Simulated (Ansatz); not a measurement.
Ansatz input

```yaml
crystal:
  lattice:
    - [5.4649337731, 0.0, 0.0]
    - [-2.7324668866, 4.7327714775, 0.0]
    - [0.0, 0.0, 3.3953583947]
  atoms:
    - { symbol: In, position: [0.0, 0.0, 0.0] }
    - { symbol: In, position: [0.3333333333, 0.6666666667, 0.5] }
    - { symbol: In, position: [0.6666666667, 0.3333333333, 0.5] }
hamiltonian:
  xc: rpbe
  pseudopotentials:
    kind: paw
    azcp:
      In: "pseudopotentials/In.paw.azcp"
basis:
  ecutwfc: 420
  fft_grid_basis: typed
kpoints:
  mp_grid: { grid: [8, 8, 11], shift: [0, 0, 0] }
magnetization:
  spin_polarized: false
scf:
  occupations: { method: fermi_dirac, width: 0.1 }
  lower_state_search: "off"
output:
  stress: true
  write_density: true
  write_potential: true
  elf: true
  volumetric_format: npy
```

and its output:

```
Engine: ansatz 0.2.0, aarch64-unknown-linux-gnu
Pseudopotentials: kind: paw
Pseudopotential: In, paw, valence charge 13, recommended cutoff 420 eV (normal) 
Functional definition: RPBE
  parameter kappa = 0.804
  parameter beta = 0.06672455060314922
  exchange = rpbe_x(kappa = kappa, mu = beta*pi^2/3)
  correlation = pbe_c(beta = beta)
Crystal: 3 atoms, lattice volume = 87.819 Å³
Basis set: ecut = 420 eV, 1721 PW (Γ)
Bands: 24, of which v1, the nominal top of the filled ones, is band 20 counted from 1 (19 counted from 0)
Symmetry: 24 space group operations
Space group: P6/mmm (ITA 191), of the structure as read, at distance tolerance 4.4e-5 Å
k-points: 60 of 704
Non-local potential: In, projectors of the file, l = 0: 2, l = 1: 2, l = 2: 2, l = 3: 2
PAW form: soft (Blöchl's): semilocal exchange-correlation on the pseudo side does not see the compensation charge
PAW frozen core: In, regenerated for the run's functional, and the local potential with it (the file was generated under x = pbe(κ = 0.804, μ = 0.2195149727645171), c = pbe(β = 0.06672455060314922))
PAW one-centre angular grid: In, 590 points (default); XC on 64 Gauss nodes
Initial density: superposition of atomic densities (neutral atoms: chi_scale 0, normalization atom), corrected by the library's trained network
Initial wavefunctions: pseudopotential atomic-orbital guess
Functional: x = rpbe, c = pbe(β = 0.06672455060314922)
SCF iter   1: F=—  HF=-16818.763203 eV  |F-HF|=—  |Δ(HF+E_count)|=         —  Δρ=3.73e-3  dr2=7.29e-3  ethr=1.77e-3  ⟨swp⟩=5.6  Hψ=6200  notcnv=0
SCF iter   2: F=—  HF=-16818.759503 eV  |F-HF|=—  |Δ(HF+E_count)|=   3.70e-3  Δρ=1.20e-3  dr2=9.77e-4  ethr=1.87e-5  ⟨swp⟩=2.0  Hψ=2879  notcnv=0
SCF iter   3: F=—  HF=-16818.759592 eV  |F-HF|=—  |Δ(HF+E_count)|=   8.87e-5  Δρ=5.27e-4  dr2=2.43e-4  ethr=2.50e-6  ⟨swp⟩=1.3  Hψ=1467  notcnv=0
SCF iter   4: F=—  HF=-16818.759656 eV  |F-HF|=—  |Δ(HF+E_count)|=   6.43e-5  Δρ=1.21e-4  dr2=1.65e-5  ethr=6.23e-7  ⟨swp⟩=2.2  Hψ=1962  notcnv=0
SCF iter   5: F=—  HF=-16818.759652 eV  |F-HF|=—  |Δ(HF+E_count)|=   4.11e-6  Δρ=1.37e-5  dr2=2.09e-7  ethr=4.22e-8  ⟨swp⟩=2.1  Hψ=2624  notcnv=0
SCF iter   6: F=-16818.759652 eV  HF=-16818.759652 eV  |F-HF|=4.92e-9  |Δ(HF+E_count)|=   6.14e-8  Δρ=4.56e-6  dr2=1.14e-8  ethr=2.56e-10  ⟨swp⟩=9.8  Hψ=11193  notcnv=0
SCF 1 converged in 6 iterations: F = -16818.759652 eV  dr2 = 1.14e-8
SCF converged after 6 iterations
Free energy (F): -16818.759652 eV
Harris-Foulkes:  -16818.759652 eV  (|F-HF|=4.92e-9)
Internal energy: -16818.694464 eV  (E = F + TS)
E sigma→0 (E₀):  -16818.727058 eV
Entropy (-TS):   -0.065189 eV (-21.730 meV/atom)
Fermi energy:    8.963046 eV
--- Per-component energies (eV) ---
  E_band       = -121.292546
  E_kinetic    = 720.458179
  E_local      = -3440.543573  (includes V_loc(G=0)·N_el)
  E_nonlocal   = 1097.150328
  E_hartree    = 1346.973617
  E_xc         = -647.835063
  E_vxc        = -296.307817  (∫ρ·V_xc dr)
  E_paw        = -12480.526699  (= ΣΔE_a)
  E_vpaw       = -895.996367  (= ΣTr[D̂ρ^β])
  E_aug_tail   = 0.000077  (compensation charges beyond the density's cutoff)
  E_ewald      = -3414.573398
  E_core_change = 0.202069  (= ΣΔE_core)
  E_smearing   = -0.065189  (= −TS)
  E_closure    = 0.000000  (closes the sum)
  Σ components = -16818.759652   (vs F -16818.759652, Δ=0.00e0)
--- Stress (GPa, compression-positive) ---
        0.232846      -0.000000       0.000000
        0.000000       0.232846       0.000000
        0.000000       0.000000      -0.089036
  P = ⅓ Tr σ = 0.1256 GPa (1.256 kbar)
--- Band table (eV; the first three rows and the last of 60) ---
  k-point 0: bands = ["-5.8911", "-5.7179", "-5.7179", "-5.7145", "-5.6905", "-5.6314", "-5.6314", "-5.6058", "-5.6058", "-5.6015", "-5.6015", "-5.5963", "-5.5963", "-5.4677", "-5.4677", "0.0864", "6.1008", "6.3433", "8.0898", "8.0898", "8.2349", "8.2349", "13.2141", "16.3786"]
  k-point 1: bands = ["-5.8715", "-5.7167", "-5.7167", "-5.6953", "-5.6687", "-5.6647", "-5.6647", "-5.6304", "-5.6304", "-5.5805", "-5.5805", "-5.5780", "-5.5780", "-5.4709", "-5.4709", "0.2000", "6.1758", "6.4455", "8.1956", "8.1956", "8.3579", "8.3579", "11.9942", "17.6632"]
  k-point 2: bands = ["-5.8188", "-5.7143", "-5.7143", "-5.7117", "-5.7117", "-5.6674", "-5.6674", "-5.6438", "-5.6099", "-5.5726", "-5.5726", "-5.5540", "-5.5540", "-5.4762", "-5.4762", "0.5423", "6.3688", "6.7554", "8.5034", "8.5034", "8.7229", "8.7229", "10.1442", "15.7395"]
  k-point 59: bands = ["-5.8361", "-5.7886", "-5.7379", "-5.7067", "-5.7065", "-5.6922", "-5.6665", "-5.6558", "-5.6016", "-5.5820", "-5.5459", "-5.4560", "-5.4436", "-5.4347", "-5.4297", "4.7624", "5.0104", "5.6135", "6.8088", "7.1086", "7.8434", "11.4742", "12.6722", "13.3589"]
```
